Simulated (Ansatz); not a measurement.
**Elastic constants of BiTe at 15 GPa (stress–strain coefficients): input and output**

These are results of DFT PBEsol, scalar-relativistic, plane waves, PAW in Ansatz, not measurements.

Launched with:
```bash
ansatz run input.yaml --threads 1 --pin off --max-ram 3072MiB --backend cpu --events-out ev --progress --plain --runs-dir out
```

Input (bare energies are in eV):
```yaml
crystal:
  lattice:
    - [0.0, 3.0102035592, 3.0102035592]
    - [3.0102035592, 0.0, 3.0102035592]
    - [3.0102035592, 3.0102035592, 0.0]
  atoms:
    - { symbol: Bi, position: [0.0, 0.0, 0.0] }
    - { symbol: Te, position: [0.5, 0.5, 0.5] }
basis:
  ecutwfc: 420
kpoints:
  mp_grid: { grid: [12, 12, 12] }
hamiltonian:
  xc: pbesol
scf:
  occupations: { method: fermi_dirac, width: 0.15 }
output:
  forces: true
  stress: true
  eigenvalues: true
elastic:
  mode: relaxed_ion
  amplitude: 0.005
```

From the output:
```
--- Elastic constants: 2 strain directions × 4 members + reference (group order 48) ---
  dense FFT box of the reference and of every strained cell: 30×30×30
  strains applied: 11, 23; error gains: componentwise 1.00 (the most a stress slope's error grows in a printed constant), spectral 1.73 (1 for all six strains in a standard setting)
  C = ∂σ_k/∂η_j (tension-positive GPa; Voigt order 11 22 33 23 13 12):
       251.182     48.356     48.356      0.000     -0.000     -0.000
        48.356    251.182     48.356      0.000      0.000     -0.000
        48.356     48.356    251.182      0.000     -0.000     -0.000
        -0.000      0.000      0.000    -15.002      0.000     -0.000
         0.000      0.000     -0.000      0.000    -15.002      0.000
        -0.000     -0.000     -0.000      0.000     -0.000    -15.002
  reference stress σ⁰ (GPa):    -14.997    -14.997    -14.997     -0.000     -0.000     -0.000
  C* (energy form; C + prestress term) asymmetry max|C*_kj − C*_jk| = 2.842e-14 GPa — a small one proves nothing (zero by symmetry where the batch's group is 432, −43m or m−3m); a large one is finite-difference/SCF noise where every solve ...
  moduli (Voigt/Reuss/Hill, GPa): K = 115.96/115.96/115.96   G = 31.56/-27.74/1.91   E = 5.71   ν = 0.492
  mechanically stable: NO (min eigenvalue of sym C = -15.00 GPa)
  strain η (Voigt 11):  stress-route row diagonal C_11 = 251.18 GPa, energy-path curvature d²(F+E_count+ΔE)/dδ²/Ω₀ = 251.14 GPa
    cells at ±δ against ±2δ: C21 48.42 and 48.60 GPa, apart by 0.07 % of the column's largest entry
         δ    σ_11 (GPa) F (eV) n_scf n_hpsi n_pw
    -1.000e-2     -17.6270      -19143.2324507      10   74089   1066   relax 0 steps, max|allowed force component| 6.34e-29 eV/Å
    -5.000e-3     -16.2830      -19143.2613090       5   65409   1073   relax 0 steps, max|allowed force component| 9.86e-31 eV/Å
     5.000e-3     -13.7714      -19143.3124078       5   57864   1098   relax 0 steps, max|allowed force component| 6.59e-29 eV/Å
     1.000e-2     -12.6052      -19143.3348525       8   62203   1098   relax 0 steps, max|allowed force component| 6.71e-30 eV/Å
  strain η (Voigt 23):  stress-route row diagonal C_44 = -15.00 GPa, energy-path curvature d²(F+E_count+ΔE)/dδ²/Ω₀ = -7.54 GPa
    cells at ±δ against ±2δ: C44 -15.00 and -15.00 GPa, apart by 0.01 % of the column's largest entry
         δ    σ_23 (GPa) F (eV) n_scf n_hpsi n_pw
    -1.000e-2       0.1500      -19143.2880551       8  114359   1078   relax 0 steps, max|allowed force component| 2.06e-29 eV/Å
    -5.000e-3       0.0750      -19143.2879601       5  107450   1078   relax 0 steps, max|allowed force component| 8.71e-29 eV/Å
     5.000e-3      -0.0750      -19143.2879601       5  104067   1078   relax 0 steps, max|allowed force component| 8.52e-29 eV/Å
     1.000e-2      -0.1500      -19143.2880551       7  103152   1078   relax 0 steps, max|allowed force component| 1.97e-29 eV/Å
```

It took 67 s on 1 thread of Intel(R) Xeon(R) Platinum 8488C (Sapphire Rapids), with other jobs on the host, peak memory 0.62 GiB.

In a metal, frequencies and elastic constants depend on the k mesh and the smearing, soft modes and shear constants most. Spin–orbit coupling is left out, which can shift energies with elements as heavy as these. Other phases may be more stable at this pressure.

As the tensor has a negative eigenvalue, the Reuss and Hill moduli of a polycrystal, and E and ν formed from them, have no physical meaning here.

The least eigenvalue is -15.0 GPa; in a metal on this mesh the verdict on stability isn't firm within about 20 GPa or a tenth of the bulk modulus.